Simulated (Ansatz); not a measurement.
## ZrSe2 under changes of volume

One of the cells (25.784 Å³/atom); the others are scaled copies at fixed shape and fractional positions:

```xyz
3
Lattice="3.7980 0.0000 0.0000 -1.8990 3.2892 0.0000 0.0000 0.0000 6.1920" Properties=species:S:1:pos:R:3 pbc="T T T"
Zr    0.0000    0.0000    0.0000
Se    1.8990    1.0964    4.6440
Se    0.0000    2.1928    1.5480
```

* Program: Ansatz 0.2.0
* Functional: RPBE
* Potentials or basis: Ansatz PAW
* Cutoff: 420 eV (not typed: the program's choice for these potentials)
* k mesh: 8 × 8 × 5
* Occupations: fermi-dirac, width 0.05 eV
* Spin: no spin polarisation

```tsv
volume (Å³/atom)	energy over the lowest point (meV/atom)	pressure (GPa)	gap on the mesh (eV)	largest force (eV/Å)
24.237	?	?	?	?
24.753	52.86	7.7	0.41	0.829
25.268	31.23	5.7	0.43	0.583
25.784	15.67	3.9	0.46	0.354
26.300	5.62	2.3	0.48	0.142
26.815	0.54	0.8	0.50	0.056
27.331	0.00	-0.5	0.52	0.241
```

Problem. What does the run at 24.237 Å³/atom give?

Solution. Energy over the lowest point 81.18 meV/atom; pressure 9.9 GPa; gap on the mesh 0.38 eV; largest force 1.094 eV/Å.

Worked out: A Birch-Murnaghan fit of order 3 (a polynomial in V^(-2/3)) to the other rows has its minimum at 27.14 Å³/atom with B0 = V·E''(V) = 69 GPa and B' = 4.2 at fixed shape and positions, which overstates the stiffness. It gives 81.26 meV/atom at 24.237 Å³/atom, against the run's 81.18, and -dE/dV = 9.9 GPa, against 9.9. A straight line through the other rows of the gap, of slope 1.13 eV per unit of ln V, extrapolates to 0.39 eV, against the run's 0.38.

Energies are extrapolated to zero smearing.

Caveats: odd divisions of the mesh miss points on the zone boundary, where band edges often lie, so the gap on the mesh can be too wide; this functional lacks dispersion, which binds the layers, so the pressure and a relaxed spacing across them are unreliable; the PAW data sets come from PBE, with cores solved anew for the run's functional, which leaves a small shift of forces and pressure; forces of over 1 eV/Å show positions far from the minimum, so gaps and moduli don't describe the material at rest (some runs).

A mesh can miss the band edges. Spin-orbit coupling on Se, Zr is left out.
